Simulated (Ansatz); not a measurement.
The system is Mg.

```xyz
2
Lattice="3.2093 0.0000 0.0000 -1.6046 2.7793 0.0000 0.0000 0.0000 5.2103" Properties=species:S:1:pos:R:3 pbc="T T T"
Mg    1.6047    0.9264    3.9077
Mg    0.0000    1.8529    1.3026
```

```yaml
Program: Ansatz 0.2.0
Task: relaxation of cell and atoms
Functional: BLYP
Potentials_or_basis: Ansatz PAW
Cutoff: "420 eV (not typed: the program's choice for these potentials)"
k_mesh: 10 × 10 × 5
Occupations: fermi-dirac, width 0.05 eV
Spin: no spin polarisation
```

At the start: volume 23.24 Å³/atom.

Where does the relaxation end?

It ends after 5 steps and the volume is 23.55 Å³/atom (+1.3 %); space group P6_3/mmc (No. 194, to 0.05 Å).

The path:
```csv
step,energy change (eV),largest force (eV/Å),volume (Å³)
1,0.0000,0.0000,46.47
2,-0.0046,0.0000,46.90
3,-0.0070,0.0000,47.16
4,-0.0072,0.0000,47.10
5,-0.0072,0.0000,47.10
```

Final structure:
```yaml
crystal:
  lattice:
    - [3.18047, 0.00000, 0.00000]
    - [-1.59023, 2.75437, 0.00000]
    - [0.00000, 0.00000, 5.37609]
  atoms:
    - { symbol: Mg, position: [0.66667, 0.33333, 0.75000] }
    - { symbol: Mg, position: [0.33333, 0.66667, 0.25000] }
```

Caveat: the plane-wave basis is chosen anew once the cell has moved, so the energies of steps on either side of that aren't comparable; the PAW data sets come from PBE, with cores solved anew for the run's functional, which leaves a small shift of forces and pressure.
